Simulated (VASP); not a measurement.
# Li (P6_3/mmc) in VASP: notebook

One crystal, Li, is run at these levels: LDA; tasks: relaxation of cell and atoms, single point.

Everything below comes from runs of VASP 6.6.1. Logs are shortened: lines on timing, memory, paths and dates and some standing lists are left out, and cuts for length are marked.

## (1) The crystal as given

Symmetry: P6_3/mmc, No. 194, hexagonal system. The conventional cell has a = 3.126 Å, b = 3.126 Å, c = 5.105 Å, α = 90.00°, β = 90.00°, γ = 120.00°. Around Li (site symmetry -6m2) lie 12 Li at 3.13 Å.

The cell was built by a generator and needn't be a form met in nature.

## (2) Relaxation of cell and atoms, LDA

Contents of INCAR:

```
  ALGO = Normal
  EDIFF = 1E-6
  EDIFFG = -0.01
  ENCUT = 600
  GGA = CA
  IBRION = 2
  ISIF = 3
  ISMEAR = -1
  LASPH = T
  LCHARG = F
  LREAL = F
  LWAVE = F
  NELM = 100
  NSW = 80
  PREC = Accurate
  SIGMA = 0.1
```

Contents of KPOINTS:

```
k-points
0
Gamma
  12 12 6
```

Contents of POSCAR:

```
Li
1.0
    3.1264265076      0.0000000000      0.0000000000
   -1.5632132538      2.7075647787      0.0000000000
    0.0000000000      0.0000000000      5.1054544869
Li
2
Direct
    0.3333333333      0.6666666667      0.2500000000
    0.6666666667      0.3333333333      0.7500000000
```

Potentials or basis: VASP PAW LDA potentials, release 64 (Li_sv).

On the command line:

```
> cat potpaw_LDA.64/Li_sv/POTCAR > POTCAR
> mpirun -np 1 vasp_std > vasp.out
```

OUTCAR:

```text
EDIFF = 1E-6
   EDIFFG = -0.01
   ENCUT = 600
   GGA = CA
   IBRION = 2
   ISIF = 3
   ISMEAR = -1
   LASPH = T
   LREAL = F
   NELM = 100
   NSW = 80
   PREC = Accurate

 ion  position               nearest neighbor table
   1  0.333  0.667  0.250-
   2  0.667  0.333  0.750-

  LATTYP: Found a hexagonal cell.
 ALAT       =     3.1264265076
 C/A-ratio  =     1.6330000000

  Lattice vectors:

 A1 = (   3.1264265076,   0.0000000000,   0.0000000000)
 A2 = (  -1.5632132538,   2.7075647787,   0.0000000000)
 A3 = (   0.0000000000,   0.0000000000,   5.1054544869)

Analysis of symmetry for initial positions (statically):
=====================================================================
 Subroutine PRICEL returns:
 Original cell was already a primitive cell.

 Routine SETGRP: Setting up the symmetry group for a
 hexagonal supercell.

 Subroutine GETGRP returns: Found 24 space group operations
 (whereof 12 operations were pure point group operations)
 out of a pool of 24 trial point group operations.

The static configuration has the point symmetry D_3d.
 The point group associated with its full space group is D_6h.

Analysis of symmetry for dynamics (positions and initial velocities):
=====================================================================
 Subroutine PRICEL returns:
 Original cell was already a primitive cell.

 Routine SETGRP: Setting up the symmetry group for a
 hexagonal supercell.

 Subroutine GETGRP returns: Found 24 space group operations
 (whereof 12 operations were pure point group operations)
 out of a pool of 24 trial point group operations.

The dynamic configuration has the point symmetry D_3d.
 The point group associated with its full space group is D_6h.

 Subroutine INISYM returns: Found 24 space group operations
 (whereof 12 operations are pure point group operations),
 and found     1 'primitive' translations

----------------------------------------------------------------------------------------

                                     Primitive cell

  volume of cell :      43.2177

  direct lattice vectors                    reciprocal lattice vectors
     3.126426508  0.000000000  0.000000000     0.319853992  0.184667789  0.000000000
    -1.563213254  2.707564779  0.000000000     0.000000000  0.369335577  0.000000000
     0.000000000  0.000000000  5.105454487     0.000000000  0.000000000  0.195868948

  length of vectors
     3.126426508  3.126426508  5.105454487     0.369335577  0.369335577  0.195868948

  position of ions in fractional coordinates (direct lattice)
     0.333333333  0.666666667  0.250000000
     0.666666667  0.333333333  0.750000000

  ion indices of the primitive-cell ions
   primitive index   ion index
                 1           1
                 2           2

----------------------------------------------------------------------------------------

 KPOINTS: k-points

Automatic generation of k-mesh.
 Grid dimensions read from file:
 generate k-points for:   12   12    6

 Generating k-lattice:

  Cartesian coordinates                     Fractional coordinates (reciprocal lattice)
     0.026654499  0.015388982  0.000000000     0.083333333  0.000000000  0.000000000
     0.000000000  0.030777965  0.000000000     0.000000000  0.083333333  0.000000000
     0.000000000  0.000000000  0.032644825     0.000000000  0.000000000  0.166666667

  Length of vectors
     0.030777965  0.030777965  0.032644825

  Shift w.r.t. Gamma in fractional coordinates (k-lattice)
     0.000000000  0.000000000  0.000000000

 Subroutine IBZKPT returns following result:
 ===========================================

 Found     76 irreducible k-points:

 Following reciprocal coordinates:
            Coordinates               Weight
  0.000000  0.000000  0.000000      1.000000
  0.083333  0.000000  0.000000      6.000000
  0.166667  0.000000  0.000000      6.000000
  0.250000  0.000000  0.000000      6.000000
  0.333333  0.000000  0.000000      6.000000
  0.416667  0.000000  0.000000      6.000000
[... 16 lines left out ...]
  0.250000  0.000000  0.166667     12.000000
  0.333333  0.000000  0.166667     12.000000
 [... further k-points ...]
   k-points           NKPTS =     76   k-points in BZ     NKDIM =     76   number of bands    NBANDS=      7
   number of dos      NEDOS =    301   number of ions     NIONS =      2
   total plane-waves  NPLWV =  32928
   dimension x,y,z NGX =    28 NGY =   28 NGZ =   42
   dimension x,y,z NGXF=    56 NGYF=   56 NGZF=   84
   ions per type =               2
   NGX,Y,Z   is equivalent  to a cutoff of  14.89, 14.89, 13.68 a.u.
   NGXF,Y,Z  is equivalent  to a cutoff of  29.78, 29.78, 27.35 a.u.
 SYSTEM =  unknown system
   PREC   = accura    normal or accurate (medium, high low for compatibility)
   ISTART =      0    job   : 0-new  1-cont  2-samecut
   ICHARG =      2    charge: 1-file 2-atom 10-const
   ISPIN  =      1    spin polarized calculation?
   LNONCOLLINEAR =      F non collinear calculations
   LSORBIT =      F    spin-orbit coupling
   LASPH  =      T    aspherical Exc in radial PAW
   ENCUT  =  600.0 eV  44.10 Ry    6.64 a.u.   6.24  6.24 10.20*2*pi/ulx,y,z
   NELM   =    100;   NELMIN=  2; NELMDL= -5     # of ELM steps
   EDIFF  = 0.1E-05   stopping-criterion for ELM
   LREAL  =      F    real-space projection
   EDIFFG = -.1E-01   stopping-criterion for IOM
   NSW    =     80    number of steps for IOM
   IBRION =      2    ionic relax: 0-MD 1-quasi-New 2-CG
   NFREE  =      1    steps in history (QN), initial steepest desc. (CG)
   ISIF   =      3    stress and relaxation
   ISYM   =      2    0-nonsym 1-usesym 2-fastsym
   POTIM  = 0.5000    time-step for ionic-motion
   TEBEG  =    0.0;   TEEND  =   0.0 temperature during run
   PSTRESS=    0.0 pullay stress
   NELECT =       6.0000    total number of electrons
   NUPDOWN=      -1.0000    fix difference up-down
   EMIN   =  10.00;   EMAX   =-10.00  energy-range for DOS
   EFERMI =   0.00;   METHOD = LEGACY
   ISMEAR =    -1;   SIGMA  =   0.10  broadening in eV -4-tet -1-fermi 0-gaus
   EFERMI_NEDOS =   21; number of points for ismear=-14 and -15
   IALGO  =     38    algorithm
   IMIX   =      4    mixing-type and parameters
     AMIX     =   0.40;   BMIX     =  1.00
     AMIX_MAG =   1.60;   BMIX_MAG =  1.00
  volume/ion in A,a.u.               =      21.61       145.82
  Fermi-wavevector in a.u.,A,eV,Ry     =   0.847692  1.601906  9.776898  0.718582
  Thomas-Fermi vector in A             =   1.963238
   LORBIT       =      0    0 simple, 1 ext, 2 COOP (PROOUT), +10 PAW based schemes
   GGA     = CA    functional components
   LHFCALC =     F    Hartree Fock is set to
   AEXX    =    0.0000 exact exchange contribution
   IVDW    =     0    specifies the selected vdW correction
   LEPSILON=     F    determine dielectric tensor
   LRPA    =     F    only Hartree local field effects (RPA)
 conjugate gradient relaxation of ions
 non-spin polarized calculation
  energy-cutoff  :      600.00
  volume of cell :       43.22
 maximum number of plane-waves:      1454
 NGX is ok and might be reduce to    28
   NGX = 13   NGY = 13   NGZ = 21

--------------------------------------- Ionic step        1  -------------------------------------------

 number of electron       5.9999999 magnetization

 Free energy of the ion-electron system (eV)
  ---------------------------------------------------
  ext. energy  EPLUGINS =         0.00000000
  ---------------------------------------------------
  free energy    TOTEN  =        -4.08180722 eV

  energy without entropy =       -4.04944654  energy(sigma->0) =       -4.06562688

------------------------ aborting loop because EDIFF is reached ----------------------------------------

  FORCE on cell =-STRESS in cart. coord.  units (eV):
  Direction    XX          YY          ZZ          XY          YZ          ZX
  --------------------------------------------------------------------------------------
  -------------------------------------------------------------------------------------
  Total       -0.4503439     -0.4503439     -0.4573725     -0.0000000      0.0000000      0.0000000
  in kB      -16.6952671    -16.6952671    -16.9558341     -0.0000000      0.0000000      0.0000000
  external PRESSURE =     -16.7821228 kB  Pullay stress =       0.0000000 kB
[... 129 lines left out ...]
  energy  without entropy=       -4.0580361385  energy(sigma->0) =       -4.07338379

--------------------------------------- Ionic step        5  -------------------------------------------

 number of electron       6.0000004 magnetization

 Free energy of the ion-electron system (eV)
  ---------------------------------------------------
  ext. energy  EPLUGINS =         0.00000000
  ---------------------------------------------------
  free energy    TOTEN  =        -4.11559457 eV

  energy without entropy =       -4.08417533  energy(sigma->0) =       -4.09988495

 E-fermi :   0.7861     XC(G=0):  -7.3361

 val. band max:        0.7623685952   @ k =   0.0000   0.0000   0.0000
 cond. band min:       0.8121605836   @ k =   0.5000   0.0000   0.1667
 fundamental gap:      0.0497919884
 Fermi energy:         0.7861443263

 k-point     1 :       0.0000    0.0000    0.0000
  band No.  band energies     occupation
      1     -44.6821      2.00000
      2     -44.6551      2.00000
      3      -2.7713      2.00000
      4       0.7624      1.11832
      5       4.0382      0.00000
      6      13.7258      0.00000
      7      13.7258      0.00000
[... 221 lines left out ...]
 k-point    24 :       0.3333    0.0000    0.1667
  band No.  band energies     occupation
      1     -44.6619      2.00000
      2     -44.6486      2.00000
      3      -0.8681      2.00000
      4       2.1379      0.00000
      5       4.8837      0.00000
      6       7.5839      0.00000
      7       9.5712      0.00000

 [... further k-points ...]
[... 5 lines left out ...]
  --------------------------------------------------------------------------------------
  -------------------------------------------------------------------------------------
  Total       -0.0128775     -0.0128775     -0.0148197      0.0000000      0.0000000      0.0000000
  in kB       -0.5486706     -0.5486706     -0.6314214      0.0000000      0.0000000      0.0000000
  external PRESSURE =      -0.5762542 kB  Pullay stress =       0.0000000 kB
[... 17 lines left out ...]
  FREE ENERGIE OF THE ION-ELECTRON SYSTEM (eV)
  ---------------------------------------------------
  free  energy   TOTEN  =        -4.1155945728 eV

  energy  without entropy=       -4.0841753255  energy(sigma->0) =       -4.09988495

 reached required accuracy - stopping structural energy minimisation
```

Wall time 73 s (1 thread of Intel Xeon Platinum 8375C at 2.90GHz (Ice Lake), shared host); peak memory 0.15 GiB.

What came out:

| Item | Value |
| --- | --- |
| Free energy | -4.1156 eV |
| Relaxed volume | 18.80 Å³/atom |
| Relaxed cell | a = 2.985 Å, b = 2.985 Å, c = 4.872 Å, α = 90.00°, β = 90.00°, γ = 120.00° |
| Space group after relaxing (to 0.05 Å) | P6_3/mmc (No. 194) |
| Energy gained by relaxing | 16.9 meV/atom |
| Ionic steps | 5 |
| Pressure after relaxing | -0.1 GPa |
| Band gap on the k mesh | none (metal or under the smearing width) |

Step by step:
```tsv
step	energy change (eV)	largest force (eV/Å)	pressure (GPa)	volume (Å³)
1	0.0000	0.0000	-1.68	43.22
2	-0.0134	0.0000	-1.37	41.82
3	-0.0316	0.0000	-0.51	38.82
4	-0.0069	0.0000	2.26	33.26
5	-0.0338	0.0000	-0.06	37.60
```

Final structure:
```xyz
2
Lattice="2.9855 0.0000 0.0000 -1.4927 2.5855 0.0000 0.0000 0.0000 4.8717" Properties=species:S:1:pos:R:3 pbc="T T T"
Li    0.0000    1.7237    1.2179
Li    1.4927    0.8618    3.6537
```

Caveat: the cutoff is under 1.25 times the usual one of these potentials, so pressure, stress and relaxed cells hold a basis-set (Pulay) error.

## (3) Single point, LDA

This run uses another cell than the first one, of 16.73 Å³/atom, 0.774 times its volume.

Contents of INCAR:

```
SYSTEM = Li
PREC     = Accurate       ! precision mode
ENCUT    = 520            ! plane-wave cutoff, eV
EDIFF    = 1E-6           ! SCF threshold, eV
ISMEAR   = -1             ! smearing method
SIGMA    = 0.1            ! smearing width, eV
LREAL    = .FALSE.        ! projectors in reciprocal space
LASPH    = .TRUE.         ! aspherical terms in the spheres
NELM     = 100            ! most SCF steps
ALGO     = Fast           ! electronic algorithm
ISIF     = 2              ! what is computed and relaxed
LWAVE    = .FALSE.        ! write WAVECAR
LCHARG   = .FALSE.        ! write CHGCAR
GGA      = CA             ! functional
NBANDS   = 10             ! bands
```

Contents of KPOINTS:

```
regular mesh
0
G
  14 14 7
  0 0 0
```

Contents of POSCAR:

```
Li
1.0
    2.8719897737      0.0000000000      0.0000000000
   -1.4359948869      2.4872161034      0.0000000000
    0.0000000000      0.0000000000      4.6850138296
Li
2
Direct
    0.3333333333      0.6666666667      0.2500000000
    0.6666666667      0.3333333333      0.7500000000
```

Potentials or basis: VASP PAW LDA potentials, release 64 (Li_sv).

On the command line:

```
> cat potpaw_LDA.64/Li_sv/POTCAR > POTCAR
> mpirun -np 1 vasp_std > vasp.out
```

It took 20 s on 1 thread of Intel Xeon Platinum 8375C at 2.90GHz (Ice Lake), shared host; peak memory 0.12 GiB.

Results (log left out):

| Item | Value |
| --- | --- |
| Free energy | -4.0804 eV |
| Band gap on the k mesh | none (metal or under the smearing width) |

Levels at points of the mesh, in eV from the Fermi level:
| k point | band 1 | band 2 | band 3 | band 4 | band 5 | band 6 | band 7 | band 8 |
| --- | --- | --- | --- | --- | --- | --- | --- | --- |
| (0.00, 0.00, 0.00) | -45.32 | -45.28 | -3.70 | -0.11 | 3.68 | 14.00 | 14.00 | 15.60 |
| (0.50, 0.00, 0.00) | -45.28 | -45.27 | -0.15 | 1.29 | 5.22 | 6.55 | 7.28 | 9.09 |

Caveat: the cutoff is under 1.25 times the usual one of these potentials, so pressure, stress and relaxed cells hold a basis-set (Pulay) error.
